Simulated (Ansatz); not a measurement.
## A crystal of composition N2 at more than one level of theory

Plane-wave PAW calculations in Ansatz, scalar-relativistic unless spin-orbit coupling is named; Γ-centred meshes, relaxations with the symmetry kept. Pressure is positive in compression. No spin polarisation at the first level.

Plane waves to 420 eV, a k mesh through Γ of 6×6×4 on the computed 4-atom cell and Gaussian smearing (0.02 eV); no spin polarisation.

Structure relaxed with PBE+D3(BJ):

```cif
data_structure
_symmetry_space_group_name_H-M 'P 1'
_symmetry_Int_Tables_number 1
_cell_length_a 3.8093
_cell_length_b 3.8093
_cell_length_c 7.4656
_cell_angle_alpha 90.000
_cell_angle_beta 90.000
_cell_angle_gamma 120.000
_cell_volume 93.82
loop_
_atom_site_label
_atom_site_type_symbol
_atom_site_fract_x
_atom_site_fract_y
_atom_site_fract_z
_atom_site_occupancy
N1 N 0.33333 0.66667 0.32381 1
N2 N 0.33333 0.66667 0.17619 1
N3 N 0.66667 0.33333 0.82381 1
N4 N 0.66667 0.33333 0.67619 1
```

```json
{"level": "PBE+D3(BJ)", "cell": "relaxed", "cutoff (eV)": "420", "k mesh": "6×6×4", "primitive cell": "a = 3.81 Å, b = 3.81 Å, c = 7.47 Å, α = 90.00°, β = 90.00°, γ = 120.00°", "V (Å³/atom)": "23.5", "P (GPa; residual where relaxed)": "0.00", "gap on mesh (eV)": "7.12"}
{"level": "r2SCAN+D3(BJ)", "cell": "relaxed", "cutoff (eV)": "500", "k mesh": "6×6×4", "primitive cell": "a = 3.65 Å, b = 3.65 Å, c = 7.70 Å, α = 90.00°, β = 90.00°, γ = 120.00°", "V (Å³/atom)": "22.3", "P (GPa; residual where relaxed)": "0.01", "gap on mesh (eV)": "7.85"}
```

The D3 damping used with r2SCAN was fitted together with a three-body term that is left out here.

Cost: 2 runs of about 0.64 core-minutes in all, on Arm Neoverse V2 (shared hosts).